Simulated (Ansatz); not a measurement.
**How far is this Cd₄Te from the hull?**

Method: DFT PBE, scalar-relativistic, plane waves, PAW in Ansatz 0.2.0. Settings: cutoff 420 eV, Γ-centred meshes spaced at most about 0.3 Å⁻¹, and about 0.25 Å⁻¹ or finer for metals (2π included), Gaussian smearing. No spin polarisation.

Formation energies are uncorrected and refer to the elements' standard structures at the same level.

All energies are static (0 K, no zero-point motion). These runs have no spin–orbit coupling, which can matter for Te. The reference form of Te is held partly by dispersion forces, which this level lacks.

The competitors are the elements and 1 reference phase of this chemical system (from databases or known types: CdTe), relaxed at the same level; other known phases may be missing.

The candidate was reached from: LuAg4 type (I4/m).

```xyz
5
Lattice="-3.8039 3.8039 2.1883 3.8039 -3.8039 2.1883 3.8039 3.8039 -2.1883" Properties=species:S:1:pos:R:3 pbc="T T T"
Cd    1.4537    3.0377    0.0000
Cd    4.5701    1.4537    0.0000
Cd    2.3502    0.7662    2.1883
Cd   -0.7662    2.3502    2.1883
Te    0.0000    0.0000    0.0000
```

The lowest competing mixture at this composition:

| phase | space group | source | share of atoms | ΔE_f (eV/atom) |
| --- | --- | --- | --- | --- |
| Cd | - | element | 0.6000 | -0.0060 |
| CdTe | F-43m (No. 216) | COD | 0.4000 | -0.464 |

The lowest database cell of Cd (-0.0060) lies slightly below the reference, hence the non-zero entry.

**Question.** What are the hull's energy here, the candidate's formation energy and its margin?

**Answer.** The hull lies at -0.189 eV/atom, the weighted sum of the last column. The candidate has 0.058 eV/atom, which is 0.25 eV/atom above it. The candidate matches no cell in the subsets of the Crystallography Open Database and the Materials Project at hand. The margin is far too high for a likely synthesis.
